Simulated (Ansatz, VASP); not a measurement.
## Pt in VASP and in Ansatz

```xyz
1
Lattice="0.0000 2.0337 2.0337 2.0337 0.0000 2.0337 2.0337 2.0337 0.0000" Properties=species:S:1:pos:R:3 pbc="T T T"
Pt    0.0000    0.0000    0.0000
```

Alike in both runs: task single point; functional r2SCAN; k mesh 18 × 18 × 18; occupations gaussian, width 0.1 eV; no spin polarisation.

|  | VASP | Ansatz |
| --- | --- | --- |
| version | VASP 6.6.1 | Ansatz 0.2.0 |
| potentials or method | VASP PAW PBE potentials, release 64 (Pt) | scalar-relativistic, plane waves, PAW |
| plane-wave cutoff (eV) | 520 | 500 |
| valence electrons in the cell | 10 | 18 |

Ansatz gave:

* gap on the k mesh at the Fermi level (eV): none
* pressure (GPa): -19.9

Task: Which values does VASP return?

Result: gap on the k mesh at the Fermi level (eV): none; pressure (GPa): -19.5.

A gap of «none» marks a metal or a gap that the smearing closes. The functional is the same, so the differences come from potentials, cutoffs and numerics. The two sets of potentials don't hold the same shells in valence.

Caveats: so large a pressure means that the cell lies far from this level's equilibrium, or that cutoff or potentials fall short (VASP); the potentials were made for another functional, which shifts forces and pressure (VASP). The runs have no spin-orbit coupling, so splittings on Pt are missing.
